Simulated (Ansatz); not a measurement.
# AlN: reading a single point

```
N Al
1.0
     3.18843    0.00000    0.00000
    -1.59422    2.76126    0.00000
     0.00000    0.00000    5.11731
N Al
2 2
Direct
  0.66670 0.33330 0.38100
  0.33340 0.66670 0.88100
  0.66670 0.33330 0.00000
  0.33340 0.66670 0.50000
```

Single point in Ansatz 0.2.0 with PBEsol, no spin polarisation. Cutoff 420 eV, PAW datasets, 9×9×5 Γ-centred k mesh, gaussian filling (width 0.012 eV).

Charges: Bader charges in e: Al +2.41, N -2.41. In the mean Al gives up most and N takes most.
Forces: Nearly at rest: the largest force is 0.002 eV/Å.
Electronic structure: The gap is 3.49 eV, direct at the points sampled.
Stress: The pressure is -12.8 GPa (compression positive), so with the atoms held at these fractions the cell would first shrink.

Origin: a database entry at a rescaled volume. Caveats: atoms or cell far from equilibrium.
